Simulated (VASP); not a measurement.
# MoP: relaxation of cell and atoms with LDA+U

Crystal: MoP.

```
Mo P
1.0
     3.22300    0.00000    0.00000
    -1.61150    2.79120    0.00000
     0.00000    0.00000    3.19100
Mo P
1 1
Direct
  0.00000 0.00000 0.00000
  0.33333 0.66667 0.50000
```

```
Program                : VASP 6.6.1
Task                   : relaxation of cell and atoms
Functional             : LDA
Potentials or basis    : VASP PAW LDA potentials, release 54 (Mo, P)
Cutoff                 : 580 eV
k mesh                 : 10 × 10 × 8
Occupations            : gaussian, width 0.05 eV
Spin                   : no spin polarisation
Hubbard terms          : Mo d U = 1 eV
Optimiser              : BFGS
Further INCAR settings : ALGO = Normal; EDIFF = 1.00e-06
```

* Relaxed volume: 13.98 Å³/atom
* Relaxed cell: a = 3.195 Å, b = 3.195 Å, c = 3.163 Å, α = 90.00°, β = 90.00°, γ = 120.00°
* Space group after relaxing (to 0.05 Å): P-6m2 (No. 187)
* Energy gained by relaxing: 7.7 meV/atom
* Ionic steps: 6
* Pressure after relaxing: -0.1 GPa
* Band gap on the k mesh: none (metal or under the smearing width)

The path:
```csv
step,energy change (eV),largest force (eV/Å),pressure (GPa),volume (Å³)
1,0.0000,0.0000,-6.47,28.71
2,-0.0111,0.0000,-3.51,28.35
3,-0.0154,0.0000,0.09,27.95
4,-0.0154,0.0000,-0.02,27.96
5,-0.0155,0.0000,-0.10,27.96
6,-0.0155,0.0000,-0.05,27.96
```

Final structure:
```
Mo P
1.0
     3.19459    0.00000    0.00000
    -1.59730    2.76660    0.00000
     0.00000    0.00000    3.16307
Mo P
1 1
Direct
  0.00000 0.00000 0.00000
  0.33333 0.66667 0.50000
```

Levels at points of the mesh, in eV from the Fermi level:
```tsv
k point	band 2	band 3	band 4	band 5	band 6	band 7	band 8	band 9
(0.00, 0.00, 0.00)	-4.25	-3.34	-3.34	-0.58	0.27	0.27	4.37	4.37
(0.50, 0.00, 0.00)	-7.36	-4.02	-3.82	-1.18	-0.46	1.83	2.53	4.90
(0.00, 0.00, 0.50)	-7.92	-2.78	-2.78	-1.70	-1.70	1.48	3.14	3.14
(0.50, 0.00, 0.50)	-6.24	-5.36	-4.53	-1.03	1.54	2.01	3.78	5.26
```

Eigenvalues of the final occupation matrices:
| site | spin | trace | eigenvalues |
| --- | --- | --- | --- |
| site 1 d | 1 | 2.34 | 0.36 0.46 0.46 0.53 0.53 |
| site 1 d | 2 | 2.34 | 0.36 0.46 0.46 0.53 0.53 |

Wall time 100 s on 1 thread of Intel(R) Xeon(R) Platinum 8488C (Sapphire Rapids) (shared host), peak memory 0.16 GiB.

Caveat: U without spin polarisation on a metal has little footing; the U is typed as a test and isn't derived for this compound. Zero-point motion and thermal expansion aren't in these numbers.
